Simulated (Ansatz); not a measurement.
## Se: single point with PBE

The system is Se.

```
CELL_PARAMETERS angstrom
2.81056 0.00000 0.00000
0.00000 2.81056 0.00000
0.00000 0.00000 2.81056
ATOMIC_POSITIONS crystal
Se 0.00000 0.00000 0.00000
```

This isn't the form of Se at room conditions, which is trigonal, of chains.

| Property | Result |
| --- | --- |
| Program | Ansatz 0.2.0 |
| Task | single point |
| Functional | PBE |
| Potentials or basis | all-electron LAPW, scalar-relativistic |
| Cutoff | 201 eV (chosen from the basis error) |
| Basis error allowed | 0.001 eV/atom |
| k mesh | 9 × 9 × 9 |
| Occupations | gaussian, width 0.1 eV |
| Spin | no spin polarisation |

```json
{"Pressure": "2.0 GPa", "Band gap on the k mesh": "none (metal or under the smearing width)"}
```

Levels at points of the mesh, in eV from the Fermi level:
```csv
k point,band 8,band 9,band 10,band 11,band 12,band 13,band 14,band 15,band 16
"(0.00, 0.00, 0.00)",-48.55,-48.55,-16.19,1.43,1.43,1.43,7.78,7.78,7.97
```

It took 2.7 s on 1 thread of Arm Neoverse V1, on a shared host, peak memory 0.21 GiB.
